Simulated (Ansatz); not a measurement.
## SiO₂: pressure and largest V_zz against volume scale

All results are calculated (Ansatz 0.2.0). Periodic Kohn-Sham DFT of a crystal at fixed atoms, scaled to volume_scale times the given cell; pressure positive in compression, energy less spherical unpolarised free atoms, largest_vzz the field gradient of largest size among the nuclei.

The cell before it is scaled or strained (space group P4_2/mnm, No. 136):
```
cell vectors (Å)
   4.1801     0.0000     0.0000
   0.0000     4.1801     0.0000
   0.0000     0.0000     2.6678
atoms (fractions of the cell vectors)
Si  0.00000  0.00000  0.00000
Si  0.50000  0.50000  0.50000
O   0.30670  0.30670  0.00000
O   0.19330  0.80670  0.50000
O   0.69330  0.69330  0.00000
O   0.80670  0.19330  0.50000
```

Settings of every row: method all-electron PAW; functional PBE; relativity scalar; k mesh 6x6x9; filling fermi-dirac; smearing width 0.03 eV; nucleus gaussian.

Atom start moment: 0 on all atoms.

```csv
row,volume scale,V (Å³/atom),pressure (GPa),largest V_zz (1e21 V/m^2)
1,0.94,7.303,34.863,-10.154
2,0.96,7.458,26.026,-10.377
3,0.98,7.614,18.04,-10.595
4,0.99,7.691,?,?
5,1.01,7.847,7.473,-10.918
6,1.02,7.925,4.291,-11.024
7,1.04,8.08,-1.612,-11.233
8,1.06,8.235,-6.946,-11.439
```

Question: what pressure and largest V_zz should row 4 give?

Worked fit of pressure. Take u = (V_r/V)^(2/3) − 1 with V_r = 7.847 Å³ an atom, which is twice the finite (Eulerian) strain; such expansions in the strain, on which the Birch-Murnaghan equation of state is built, carry the rest volume and the bulk modulus. The shown rows have u = 0.04906, 0.03448, 0.0203, 0, -0.00657, -0.01932, -0.03166. Least squares give pressure = 7.4681 + 495.202 × u + 1278.03 × u² GPa; a straight line predicts inner rows, each left out in turn, worse (root mean square 0.71 against 0.028 GPa). The rows lie off it by 0.024, -0.036, -0.007, 0.005, 0.021, 0.010, -0.017 (root mean square 0.02 GPa). The pressure vanishes at u = -0.0157, or V = 8.036 Å³ an atom, and there the bulk modulus at fixed shape and fractions is B = −V dP/dV = (2/3)(1 + u) dP/du = 299 GPa. Letting shape and atoms relax would as a rule lower it, by much in layered, chain or molecular crystals. The withheld row has u = 0.01348, so the fit gives 7.4681 + 495.202 × (0.01348) + 1278.03 × (0.01348)² = 14.376 GPa.

The calculation gave 14.34 GPa. The fit lies 0.036 GPa (0.086 % of the column's range) above it; its largest miss of a shown row is 0.036 GPa.

Worked fit of largest V_zz. Take t = volume scale − 1. The shown rows have t = -0.06, -0.04, -0.02, 0.01, 0.02, 0.04, 0.06. Least squares give largest V_zz = −10.8113 − 10.707 × t + 4.09 × t² 1e21 V/m^2; a straight line predicts inner rows, each left out in turn, worse (root mean square 0.005 against 0.00049 1e21 V/m^2). The rows lie off it by 0.000, -0.001, 0.001, 0.000, 0.000, 0.000, 0.000. The withheld row has t = -0.01, so the fit gives −10.8113 − 10.707 × (-0.01) + 4.09 × (-0.01)² = -10.704 1e21 V/m^2.

The calculation gave -10.704 1e21 V/m^2. The fit meets it to the printed digit.
